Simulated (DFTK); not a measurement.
The system is Ir.

```
CELL_PARAMETERS angstrom
0.00000 1.91560 1.91560
1.91560 0.00000 1.91560
1.91560 1.91560 0.00000
ATOMIC_POSITIONS crystal
Ir 0.00000 0.00000 0.00000
```

Base run:

* Program: DFTK 0.8.2
* Functional: PBE
* Potentials or basis: dojo.nc.sr.pbe.v0_4_1.standard.upf (PBE)
* Cutoff: 1088 eV
* k mesh: 12 × 12 × 12
* Occupations: fermi-dirac, width 0.05 eV
* Spin: no spin polarisation

Its results: band gap on the k mesh none (metal or under the smearing width); pressure 10.4 GPa.

Problem. After a change of settings the same cell gave: band gap on the k mesh none (metal or under the smearing width); pressure 6.8 GPa. Which change was it?
A. potentials or basis from dojo.nc.sr.pbe.v0_4_1.standard.upf (PBE) to SG15 1.2 (PBE); cutoff from 1088 eV to 952 eV
B. functional from PBE to LDA; potentials or basis from dojo.nc.sr.pbe.v0_4_1.standard.upf (PBE) to cp2k.nc.sr.lda.v0_1.largecore.gth (LDA, GTH, large core); cutoff from 1088 eV to 1034 eV; valence electrons from 17 to 9
C. functional from PBE to PBEsol; potentials or basis from dojo.nc.sr.pbe.v0_4_1.standard.upf (PBE) to SG15 1.2 (PBE); cutoff from 1088 eV to 952 eV

Solution. B.

Caveats: GTH potentials come without recommended cutoffs, and this one wasn't checked for convergence (some runs); this set keeps more shells in the core, which shifts pressures and gaps (some runs).

Not every run made on this cell is shown here.
